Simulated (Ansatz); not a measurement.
LiI (rock salt) is sheared across one {100} plane: the third cell vector gains the shift, so faults repeat every 9.0 Å. The cut lies between planes 3.01 Å apart; the cell height is held.

```xyz
6
Lattice="4.2555 0.0000 0.0000 0.0000 4.2555 0.0000 2.1278 2.1278 9.0273" Properties=species:S:1:pos:R:3 pbc="T T T"
I      1.7731     1.7731     7.5227
I      1.7731     1.7731     1.5045
I      3.9009     3.9009     4.5136
Li     3.9009     3.9009     7.5227
Li     3.9009     3.9009     1.5045
Li     1.7731     1.7731     4.5136
```

In-plane vectors a = (4.256, 0.000) Å, b = (0.000, 4.256) Å, area 18.11 Å². The shift is s times the vector a + b (length 6.018 Å), so s = 1 restores the start. Atoms relax along the normal only. γ = [E(shift) − E(0)] / area.

Method: r2SCAN (plane waves to 500 eV, PAW, scalar-relativistic; Ansatz, an electronic-structure program). k mesh 7×7×7 (Γ-centred), Fermi-Dirac smearing 0.05 eV. E is the zero-smearing estimate. Faults lie only 9.0 Å apart, and holding the cell height raises γ above its relaxed value. LiI was relaxed with its symmetry unable to fall. Spin-orbit coupling is left out, though I is heavy. γ is measured from zero shift.

```tsv
s	γ (mJ/m²)
0.000	0
0.083	54
0.167	withheld
0.250	367
0.333	517
0.417	619
0.500	656
0.583	619
0.667	517
0.750	367
0.833	withheld
0.917	54
```

**Question.** Fit a Fourier form (three harmonics of 1 − cos and sin) to the given rows and predict γ at s = 0.833.

**Answer.** Least squares on the 10 given rows: γ = (325.7)·[1 − cos(2πs)] + (19.3)·[1 − cos(4πs)], in mJ/m²; root-mean-square residual 2.1 mJ/m². At 0.833 the fit gives 192 mJ/m²; the calculation gives 198 mJ/m², so the interpolation is off by -6 (-3.0 %). 

(The slope of γ gives the shear force per area between the displaced halves; near zero shift its curvature is an elastic stiffness.)
